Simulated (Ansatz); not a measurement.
## CdF2: a prediction, then the measurements

The calculation used DFT PBE, scalar-relativistic, plane waves, PAW (Ansatz 0.2.0).

Cutoff 420 eV; k points 8×8×8 on the computed 3-atom cell (Γ-centred); Gaussian smearing, width 0.02 eV; no spin polarisation.

Relaxed structure:

```cif
data_structure
_symmetry_space_group_name_H-M 'Fm-3m'
_symmetry_Int_Tables_number 225
_cell_length_a 5.4814
_cell_length_b 5.4814
_cell_length_c 5.4814
_cell_angle_alpha 90.000
_cell_angle_beta 90.000
_cell_angle_gamma 90.000
_cell_volume 164.69
loop_
_atom_site_label
_atom_site_type_symbol
_atom_site_symmetry_multiplicity
_atom_site_Wyckoff_symbol
_atom_site_fract_x
_atom_site_fract_y
_atom_site_fract_z
_atom_site_occupancy
Cd1 Cd 4 b 0.50000 0.00000 0.00000 1
F1 F 8 c 0.25000 0.75000 0.75000 1
```

| Quantity | Value |
| --- | --- |
| Space group | Fm-3m (No. 225) |
| Volume per atom | 13.72 Å³ |
| Formation energy from the elements' standard states (uncorrected) | -2.177 eV/atom |
| Kohn–Sham band gap | 2.92 eV, indirect from W to Γ |
| Orbital (Löwdin) character of the top 1 eV of the valence band | F 2p 89 %, Cd 4d 10 % |
| Orbital (Löwdin) character of the lowest 1 eV of the conduction band | Cd 5s 76 %, F 2s 14 %, F 2p 10 % |
| Electron masses at the edge by direction of the standard setting (m_e; one valley, along these axes only; no spin-orbit coupling) | x: 0.38; y: 0.38; z: 0.38 |
| Hole masses at the edge by direction of the standard setting (m_e; one valley, along these axes only; no spin-orbit coupling) | x: 2.1; y: 7.4; z: 2.1 |
| Bader charge by site (e) | Cd (1 in the cell) 1.48, F (2 in the cell) -0.74 |

**Against measurements.**

Measured lattice constant a of CdF2: 5.388 Å (a printed reference work (data compilation)). This calculation gives 5.481 Å (+1.7 %). The calculation is for 0 K without zero-point motion.

The cell was reached from a generator's guess, though it ends in a space group that the Crystallography Open Database lists for this formula. Kohn–Sham gaps at this level usually fall short of measured ones. Löwdin shares on free-atom orbitals overweight diffuse shells in the empty bands.
